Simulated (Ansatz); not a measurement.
# Cr under changes of volume

One of the cells (13.084 Å³/atom); the others are scaled copies at fixed shape and fractional positions:

```
Cr
1.0
    -1.48445    1.48445    1.48445
     1.48445   -1.48445    1.48445
     1.48445    1.48445   -1.48445
Cr
1
Cartesian
  0.0000 0.0000 0.0000
```

| Quantity | Value |
| --- | --- |
| Program | Ansatz 0.2.0 |
| Functional | BHLYP |
| Potentials or basis | Ansatz PAW |
| Cutoff | 420 eV (not typed: the program's choice for these potentials) |
| k mesh | 6 × 6 × 6 |
| Occupations | fermi-dirac, width 0.05 eV |
| Spin | collinear spin, ferromagnetic start |
| Starting moments | [3.0] μB |

```csv
volume (Å³/atom),energy over the lowest point (meV/atom),pressure (GPa)
12.299,0.00,-21.7
12.561,38.52,-25.4
12.823,82.71,-28.6
13.084,131.82,-31.5
13.346,185.33,-33.9
13.608,242.47,-36.0
13.870,?,?
```

What does the run at 13.870 Å³/atom give?

Energy over the lowest point 302.87 meV/atom; pressure -37.9 GPa.

Worked out: A Birch-Murnaghan fit of order 3 (a polynomial in V^(-2/3)) to the other rows has no minimum within the range. It gives 302.74 meV/atom at 13.870 Å³/atom, against the run's 302.87, and -dE/dV = -37.7 GPa, against -37.9.

Energies are extrapolated to zero smearing.

Caveats: all runs use coarse meshes; the magnetic or orbital state may not be the lowest; the PAW data sets come from PBE, with cores solved anew for the run's functional, which leaves a small shift of forces and pressure; the starting moments weren't kept; the thresholds are loose for stress.
